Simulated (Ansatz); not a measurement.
A relaxation computed with Ansatz, from input to last step.

```yaml
crystal:
  lattice:
    - [-6.4336947495, 0.0, 0.0]
    - [0.0, -6.4336947495, 0.0]
    - [0.0, 0.0, 7.873019934]
  atoms:
    - { symbol: Si, position: [0.7517528154, 0.755665009, 0.8352085664] }
    - { symbol: Si, position: [0.4982691377, 0.500373311, 0.3358146947] }
    - { symbol: Si, position: [0.2521276004, 0.7503603991, 0.8327667826] }
    - { symbol: Mo, position: [0.9997304352, 0.4986827273, 0.3359541046] }
    - { symbol: Mo, position: [0.7522756054, 0.246337986, 0.8323281099] }
    - { symbol: Si, position: [0.4980676787, 0.000710754, 0.3367990956] }
    - { symbol: Si, position: [0.2499953275, 0.2454324454, 0.828442798] }
    - { symbol: Si, position: [0.0009660316, 0.0027668861, 0.3354661166] }
    - { symbol: Si, position: [0.7488344033, 0.7476684363, 0.1660676303] }
    - { symbol: Si, position: [0.5041507464, 0.5033071887, 0.6664041264] }
    - { symbol: Mo, position: [0.2470990672, 0.7484014479, 0.1642400556] }
    - { symbol: Si, position: [0.0021444142, 0.5007335806, 0.6676205692] }
    - { symbol: Si, position: [0.7538362067, 0.2520740214, 0.1652839874] }
    - { symbol: Si, position: [0.5080964803, 0.0015708985, 0.6635673869] }
    - { symbol: Mo, position: [0.2534155919, 0.2511948724, 0.1684842159] }
    - { symbol: Mo, position: [0.9996606317, 0.9969650073, 0.6649181589] }
    - { symbol: Si, position: [0.5008463784, 0.5013007422, 0.9991027808] }
    - { symbol: Mo, position: [0.2528988236, 0.2474081963, 0.4984814459] }
    - { symbol: Si, position: [0.0031230642, 0.4977332363, 0.9929353107] }
    - { symbol: Si, position: [0.7530280423, 0.2488632314, 0.5051573432] }
    - { symbol: Si, position: [0.4995745379, 0.0014918253, 0.9986543141] }
    - { symbol: Mo, position: [0.2424336358, 0.7499805729, 0.5037583947] }
    - { symbol: Mo, position: [0.9960337872, 0.0005895482, 0.9954686132] }
    - { symbol: Si, position: [0.7493282178, 0.7499772159, 0.5041713614] }
  symmetry: { detect: false }
basis:
  ecutwfc: 420
kpoints:
  mp_grid: { grid: [2, 2, 2], shift: [0.5, 0.5, 0.5] }
hamiltonian:
  xc: pbe
scf:
  occupations: { method: gaussian, width: 0.1 }
  lower_state_search: "off"
output:
  forces: true
  stress: true
  eigenvalues: true
relax:
  adjacent_minimum: "off"
  f_tol: 0.04
  max_steps: 50
  cell: { stress_tol: 0.3 }
```

```bash
ansatz run input.yaml --threads 4 --pin off --max-ram 9216MiB --backend cpu --events-out ev --progress --plain --runs-dir out
```

Level of theory: DFT PBE, scalar-relativistic, plane waves, PAW (Ansatz 0.2.0).

Of 17 frames 8 are shown, positions in Å and forces in eV/Å; the SCF threshold varies from step to step. Steps run on the plane waves of an earlier cell, with a Pulay correction in the pressure. The basis is chosen afresh for the last frame, the zero of the energies, and at times for earlier ones too; energy and pressure can step there, also at an unchanged geometry. Where two frames share a geometry here, they differ by under 2 meV/atom and 0.3 GPa. The mark taken_back stands on steps that the optimiser undid.

```xyz
24
Lattice="-6.4337 0.0000 0.0000 0.0000 -6.4337 0.0000 0.0000 0.0000 7.8730" Properties=species:S:1:pos:R:3:forces:R:3 pbc="T T T" step=1 free_energy_over_end_meV_per_atom=370.07 pressure_GPa=12.03
Si   -4.8365   -4.8617    6.5756    0.1024    0.5783   -0.0758
Si   -3.2057   -3.2192    2.6439    0.4969    0.1446   -0.0517
Si   -1.6221   -4.8276    6.5564   -0.3988    0.1730    0.0769
Mo   -6.4320   -3.2084    2.6450    2.8725    0.0553   -0.3933
Mo   -4.8399   -1.5849    6.5529    0.7995   -2.1414    0.1934
Si   -3.2044   -0.0046    2.6516   -0.2078    0.2201   -0.2645
Si   -1.6084   -1.5790    6.5223    0.2459   -0.2182    0.2831
Si   -0.0062   -0.0178    2.6411   -0.3858    0.1081   -0.4711
Si   -4.8178   -4.8103    1.3075    0.0187   -0.1866    0.1148
Si   -3.2436   -3.2381    5.2466    0.0720    0.0071    0.4211
Mo   -1.5898   -4.8150    1.2931   -1.7123   -0.2644   -1.4259
Si   -0.0138   -3.2216    5.2562   -0.0258    0.3698    0.0669
Si   -4.8500   -1.6218    1.3013    0.2422   -0.0195   -0.0920
Si   -3.2689   -0.0101    5.2243    0.5233    0.2609    0.5027
Mo   -1.6304   -1.6161    1.3265   -1.2226    0.1516   -1.8326
Mo   -6.4315   -6.4142    5.2349    0.9642    0.3959   -1.3525
Si   -3.2223   -3.2252    7.8660   -0.0707   -0.0082   -0.4351
Mo   -1.6271   -1.5917    3.9246   -1.2860   -0.0940    1.7875
Si   -0.0201   -3.2023    7.8174   -0.2031    0.2161    0.4203
Si   -4.8448   -1.6011    3.9771    0.1561   -0.2136   -0.1645
Si   -3.2141   -0.0096    7.8624    0.3310    0.1639   -0.3204
Mo   -1.5597   -4.8251    3.9661   -2.0138   -0.1382    1.3262
Mo   -6.4082   -0.0038    7.8373    0.6209    0.4690    1.9513
Si   -4.8209   -4.8251    3.9694    0.0814   -0.0296   -0.2648
24
Lattice="-6.2888 0.0537 0.0001 0.0537 -6.9369 0.0086 -0.0001 -0.0105 8.1591" Properties=species:S:1:pos:R:3:forces:R:3 pbc="T T T" step=3 free_energy_over_end_meV_per_atom=138.39 pressure_GPa=-6.54
Si   -4.7013   -5.0453    6.8098   -1.0239   -0.1740   -0.0235
Si   -3.0132   -3.3851    2.7341    0.3805   -0.0814   -0.1021
Si   -1.5282   -5.2566    6.8126    0.2007   -0.5220   -0.0387
Mo   -5.9818   -3.4507    2.7144    1.6081   -0.0820    0.0744
Mo   -4.7014   -2.0673    6.8128   -1.6662   -1.7380   -0.1274
Si   -3.1762   -0.0142    2.7411    0.6405   -0.1495   -0.0827
Si   -1.3665   -1.6035    6.8063    1.3730    0.5052   -0.0659
Si   -0.2099    0.0161    2.6985   -1.0250    0.0807    0.0429
Si   -4.5629   -5.1474    1.3761    0.1157   -0.1040    0.1052
Si   -3.0869   -3.4646    5.5083    0.4457   -0.0023   -0.0680
Mo   -1.8166   -5.2113    1.2032   -0.5309    0.3633    0.3210
Si   -0.0632   -3.4782    5.4105    0.0770    0.3087   -0.8338
Si   -4.6728   -1.7156    1.3295   -0.3115    0.2331   -0.3201
Si   -3.2323   -0.0121    5.5289   -0.2711    0.0889    0.2036
Mo   -1.7622   -1.6749    1.2179   -0.8989    0.1690    0.0907
Mo   -6.0074   -6.7789    5.3293    1.5750    0.0624    0.6588
Si   -3.0934   -3.4697    8.0706    0.5127   -0.0713    0.1766
Mo   -1.7222   -1.6862    4.2196   -0.9430    0.1479   -0.0692
Si   -0.0907   -3.4798    8.2086    0.1444    0.2951    0.8682
Si   -4.6946   -1.7157    4.1260   -0.4060    0.1901    0.2965
Si   -3.2061   -0.0129    8.0212   -0.4939    0.0481   -0.0382
Mo   -1.7556   -5.2074    4.2477   -0.8718    0.3315   -0.2353
Mo   -6.0244    0.1364    8.2804    1.3112    0.1752   -0.7055
Si   -4.5703   -5.1420    4.0833    0.0577   -0.0746   -0.1276
24
Lattice="-6.3024 0.0816 -0.0048 0.0816 -6.5384 0.0071 0.0059 -0.0087 8.4097" Properties=species:S:1:pos:R:3:forces:R:3 pbc="T T T" step=6 free_energy_over_end_meV_per_atom=15.04 pressure_GPa=1.86
Si   -5.0512   -4.6487    7.0104    0.5075    0.2851    0.0063
Si   -3.0564   -3.1137    2.8027    0.2558   -0.3251    0.0188
Si   -1.5370   -5.1723    7.0104   -0.1290   -0.0332    0.0015
Mo   -5.7439   -3.4163    2.8038   -0.7330    0.5729   -0.0523
Mo   -4.9412   -2.2231    7.0049   -0.8370    0.7351    0.0279
Si   -3.0409    0.0035    2.8042   -0.0146    0.3621   -0.0130
Si   -1.0846   -1.4335    7.0105    0.1004   -0.3828   -0.0079
Si   -0.4549    0.2134    2.7942   -0.3079    0.2918    0.0272
Si   -4.3932   -4.9630    1.4774    0.3161    0.1684    0.0694
Si   -2.9391   -3.0423    5.7944   -0.0390   -0.1105    0.2617
Mo   -1.8836   -4.7816    1.1561    0.3713   -0.3200    0.4883
Si   -0.0312   -3.3537    5.2675    0.3466   -0.0087    0.1727
Si   -4.7033   -1.5753    1.3604   -0.0066   -0.1908   -0.2266
Si   -3.3396   -0.0775    5.7854    0.0354   -0.0318   -0.0042
Mo   -1.7762   -1.4891    1.2566   -0.2306    0.2161    0.2622
Mo   -5.8595   -6.3437    5.4794   -0.3486   -0.4702    0.1524
Si   -2.9435   -3.0578    8.2126    0.0206   -0.0831   -0.2339
Mo   -1.7673   -1.4859    4.3459   -0.2032    0.2397   -0.2896
Si   -0.0320   -3.3567    8.7567    0.3567   -0.0022   -0.1797
Si   -4.7089   -1.5663    4.2291    0.0341   -0.1979    0.2629
Si   -3.3439   -0.0841    8.2389    0.1093   -0.0132   -0.0932
Mo   -1.8778   -4.7815    4.4500    0.3743   -0.3653   -0.4440
Mo   -5.9376    0.1899    8.5406   -0.3256   -0.4747   -0.1798
Si   -4.3946   -4.9626    4.1318    0.3472    0.1383   -0.0272
24
Lattice="-6.3267 0.0158 0.0001 0.0158 -6.5535 -0.0007 -0.0001 0.0008 8.4244" Properties=species:S:1:pos:R:3:forces:R:3 pbc="T T T" step=8 free_energy_over_end_meV_per_atom=2.84 pressure_GPa=-0.08
Si   -5.0167   -4.7193    7.0159    0.0694    0.0452    0.0015
Si   -3.0978   -3.1569    2.8061    0.1316    0.0616    0.0015
Si   -1.6260   -5.2240    7.0173   -0.0107   -0.0248    0.0042
Mo   -5.8459   -3.3432    2.8073    0.1574   -0.0625   -0.0175
Mo   -5.0437   -2.2389    7.0190    0.0985   -0.1640   -0.0013
Si   -3.0901    0.0252    2.8066    0.0625    0.0040    0.0025
Si   -1.1198   -1.5030    7.0208   -0.0425    0.1122   -0.0051
Si   -0.5066    0.2089    2.8095    0.0046   -0.0281   -0.0095
Si   -4.4882   -4.9959    1.5187   -0.0257   -0.0725    0.0798
Si   -2.9562   -3.0696    5.8378   -0.0087   -0.0442   -0.0558
Mo   -1.9146   -4.8178    1.1875   -0.0664    0.1368    0.0112
Si   -0.0040   -3.4568    5.2743    0.0375   -0.1106    0.1043
Si   -4.7174   -1.6569    1.2713   -0.0619    0.0096   -0.0093
Si   -3.3653   -0.0842    5.7915   -0.0351    0.0375    0.0453
Mo   -1.8399   -1.4879    1.2736   -0.0115   -0.0493    0.0385
Mo   -5.9735   -6.4002    5.5006   -0.0464    0.1478    0.0078
Si   -2.9551   -3.0660    8.2030   -0.0206   -0.0521    0.0445
Mo   -1.8413   -1.4895    4.3409   -0.0169   -0.0525   -0.0305
Si   -0.0023   -3.4599    8.7604    0.0331   -0.1234   -0.0786
Si   -4.7118   -1.6564    4.3419   -0.0776   -0.0015    0.0068
Si   -3.3667   -0.0798    8.2505   -0.0305    0.0263   -0.0514
Mo   -1.9154   -4.8169    4.4249   -0.0634    0.1260    0.0028
Mo   -5.9896    0.1572    8.5372   -0.0476    0.1420   -0.0129
Si   -4.4884   -4.9984    4.0946   -0.0292   -0.0636   -0.0789
24
Lattice="-6.3186 0.0306 -0.0001 0.0306 -6.5598 -0.0002 0.0002 0.0002 8.4370" Properties=species:S:1:pos:R:3:forces:R:3 pbc="T T T" step=10 free_energy_over_end_meV_per_atom=1.06 pressure_GPa=-0.05
Si   -4.9232   -4.7237    7.0288    0.0138    0.0353    0.0005
Si   -3.0629   -3.1167    2.8119   -0.0148   -0.0255   -0.0022
Si   -1.6378   -5.2442    7.0293   -0.0396    0.0728    0.0038
Mo   -5.8393   -3.3683    2.8110   -0.0812   -0.0320    0.0021
Mo   -5.0332   -2.2324    7.0299    0.0804    0.0279   -0.0001
Si   -3.0754    0.0253    2.8113    0.0748   -0.0300    0.0004
Si   -1.1077   -1.4866    7.0298    0.0071   -0.0116    0.0006
Si   -0.5171    0.2608    2.8120   -0.0221    0.0088   -0.0044
Si   -4.4555   -5.0095    1.5446   -0.0259    0.0416   -0.0265
Si   -2.9442   -3.0328    5.8399   -0.0085    0.0060   -0.0527
Mo   -1.9082   -4.7879    1.1857    0.0221   -0.0064    0.0090
Si    0.0453   -3.5437    5.3088    0.0105   -0.0988   -0.0105
Si   -4.7882   -1.6563    1.2667    0.0309    0.0299    0.0120
Si   -3.3784   -0.0923    5.7959   -0.0130   -0.0424   -0.0064
Mo   -1.8111   -1.4622    1.2767   -0.0165    0.0386    0.0019
Mo   -5.9595   -6.3626    5.5167   -0.0120   -0.0011   -0.0284
Si   -2.9424   -3.0328    8.2194   -0.0166    0.0049    0.0473
Mo   -1.8100   -1.4623    4.3462   -0.0199    0.0326   -0.0017
Si    0.0478   -3.5455    8.7512    0.0082   -0.0933    0.0091
Si   -4.7908   -1.6573    4.3560    0.0422    0.0367   -0.0117
Si   -3.3788   -0.0930    8.2620   -0.0094   -0.0353    0.0077
Mo   -1.9088   -4.7880    4.4372    0.0263   -0.0010   -0.0139
Mo   -5.9904    0.1978    8.5418   -0.0067   -0.0033    0.0356
Si   -4.4560   -5.0100    4.0765   -0.0299    0.0455    0.0285
24
Lattice="-6.3141 0.0413 -0.0002 0.0413 -6.5510 -0.0003 0.0002 0.0004 8.4489" Properties=species:S:1:pos:R:3:forces:R:3 pbc="T T T" step=12 free_energy_over_end_meV_per_atom=0.64 pressure_GPa=0.00
Si   -4.8732   -4.7195    7.0391   -0.0163   -0.0220    0.0015
Si   -3.0475   -3.0948    2.8153    0.0085    0.0165   -0.0005
Si   -1.6519   -5.2258    7.0396   -0.0248    0.0066   -0.0014
Mo   -5.8599   -3.3702    2.8150    0.0285   -0.0296    0.0017
Mo   -5.0176   -2.2213    7.0395    0.0511   -0.0003    0.0006
Si   -3.0691    0.0337    2.8157    0.0039   -0.0210   -0.0009
Si   -1.0921   -1.4907    7.0400    0.0095   -0.0248    0.0012
Si   -0.5182    0.2959    2.8149   -0.0085    0.0378    0.0003
Si   -4.4429   -4.9891    1.5488    0.0057   -0.0120   -0.0118
Si   -2.9336   -3.0040    5.8402   -0.0133    0.0283   -0.0116
Mo   -1.9031   -4.7653    1.1856   -0.0054   -0.0076   -0.0205
Si    0.0741   -3.5810    5.3267    0.0019   -0.0160   -0.0241
Si   -4.8192   -1.6475    1.2783    0.0053    0.0327    0.0075
Si   -3.3842   -0.1143    5.8036   -0.0276    0.0065    0.0156
Mo   -1.7907   -1.4400    1.2840   -0.0075   -0.0091    0.0058
Mo   -5.9487   -6.3410    5.5242    0.0188   -0.0057    0.0275
Si   -2.9329   -3.0041    8.2380   -0.0157    0.0276    0.0114
Mo   -1.7886   -1.4401    4.3462   -0.0102   -0.0062   -0.0049
Si    0.0754   -3.5814    8.7534    0.0013   -0.0130    0.0194
Si   -4.8214   -1.6479    4.3523    0.0083    0.0345   -0.0100
Si   -3.3844   -0.1136    8.2744   -0.0298    0.0071   -0.0133
Mo   -1.9030   -4.7650    4.4443   -0.0087   -0.0109    0.0202
Mo   -5.9899    0.2104    8.5547    0.0201   -0.0077   -0.0277
Si   -4.4431   -4.9889    4.0809    0.0050   -0.0118    0.0139
24
Lattice="-6.3247 0.0621 -0.0003 0.0621 -6.5290 -0.0005 0.0004 0.0006 8.4694" Properties=species:S:1:pos:R:3:forces:R:3 pbc="T T T" step=15 free_energy_over_end_meV_per_atom=0.53 pressure_GPa=0.02 taken_back
Si   -4.8281   -4.6985    7.0567   -0.0360   -0.0182   -0.0036
Si   -3.0009   -3.0557    2.8224   -0.0410   -0.0218   -0.0022
Si   -1.6680   -5.2173    7.0566    0.0419    0.0105    0.0002
Mo   -5.8993   -3.3795    2.8217    0.0435    0.0303   -0.0041
Mo   -5.0100   -2.1964    7.0561    0.0493   -0.0071    0.0023
Si   -3.0735    0.0352    2.8221   -0.0136    0.0348    0.0019
Si   -1.0706   -1.5009    7.0572    0.0180   -0.0286   -0.0003
Si   -0.5253    0.3651    2.8212   -0.0111    0.0035    0.0027
Si   -4.4259   -4.9542    1.5522    0.0051   -0.0158   -0.0178
Si   -2.9260   -2.9417    5.8474   -0.0349   -0.0094    0.0267
Mo   -1.9042   -4.7288    1.1712    0.0137   -0.0069    0.0210
Si    0.1014   -3.6045    5.3499    0.0232    0.0031    0.0246
Si   -4.8811   -1.6335    1.3003   -0.0013    0.0174   -0.0125
Si   -3.4015   -0.1319    5.8158   -0.0347   -0.0126   -0.0254
Mo   -1.7519   -1.4068    1.2963    0.0394    0.0062    0.0201
Mo   -5.9325   -6.3065    5.5418   -0.0386    0.0131   -0.0088
Si   -2.9264   -2.9419    8.2651   -0.0323   -0.0083   -0.0273
Mo   -1.7498   -1.4067    4.3472    0.0406    0.0125   -0.0190
Si    0.1019   -3.6037    8.7633    0.0186    0.0030   -0.0201
Si   -4.8835   -1.6329    4.3430   -0.0006    0.0155    0.0123
Si   -3.4021   -0.1309    8.2969   -0.0314   -0.0133    0.0253
Mo   -1.9041   -4.7288    4.4723    0.0126   -0.0104   -0.0249
Mo   -5.9944    0.2222    8.5713   -0.0374    0.0177    0.0080
Si   -4.4258   -4.9542    4.0906    0.0070   -0.0153    0.0209
24
Lattice="-6.3213 0.0596 -0.0001 0.0596 -6.5340 -0.0002 0.0001 0.0003 8.4671" Properties=species:S:1:pos:R:3:forces:R:3 pbc="T T T" step=17 free_energy_over_end_meV_per_atom=0.00 pressure_GPa=0.02
Si   -4.8419   -4.7050    7.0547    0.0074    0.0001    0.0000
Si   -3.0203   -3.0656    2.8215   -0.0072    0.0035   -0.0002
Si   -1.6603   -5.2162    7.0548   -0.0002   -0.0037    0.0001
Mo   -5.8805   -3.3711    2.8211    0.0203   -0.0075    0.0002
Mo   -5.0057   -2.2023    7.0546   -0.0100   -0.0048   -0.0001
Si   -3.0722    0.0397    2.8216    0.0010    0.0001    0.0000
Si   -1.0714   -1.5080    7.0556   -0.0018    0.0080   -0.0004
Si   -0.5254    0.3518    2.8209   -0.0014    0.0062    0.0000
Si   -4.4277   -4.9630    1.5503   -0.0012   -0.0013    0.0012
Si   -2.9277   -2.9575    5.8469    0.0048    0.0009   -0.0007
Mo   -1.8999   -4.7359    1.1762   -0.0193    0.0067    0.0003
Si    0.1009   -3.5984    5.3446    0.0005   -0.0015   -0.0033
Si   -4.8607   -1.6295    1.2958    0.0019   -0.0022    0.0038
Si   -3.4003   -0.1264    5.8156    0.0030   -0.0050    0.0038
Mo   -1.7630   -1.4137    1.2958    0.0002    0.0029   -0.0052
Mo   -5.9377   -6.3136    5.5394    0.0053   -0.0013    0.0050
Si   -2.9277   -2.9577    8.2618    0.0047    0.0007    0.0007
Mo   -1.7612   -1.4133    4.3468   -0.0003    0.0013    0.0049
Si    0.1011   -3.5977    8.7651    0.0006   -0.0015    0.0035
Si   -4.8628   -1.6295    4.3464    0.0030   -0.0016   -0.0038
Si   -3.4004   -0.1254    8.2938    0.0033   -0.0046   -0.0040
Mo   -1.9000   -4.7360    4.4660   -0.0183    0.0078    0.0001
Mo   -5.9971    0.2207    8.5703    0.0052   -0.0023   -0.0047
Si   -4.4278   -4.9631    4.0920   -0.0015   -0.0011   -0.0012
```

Time: 86 s on 4 threads of Intel(R) Xeon(R) Platinum 8259CL CPU @ 2.50GHz (Skylake/Cascade Lake), on a shared host, peak memory 1.1 GiB.

The k mesh is coarse.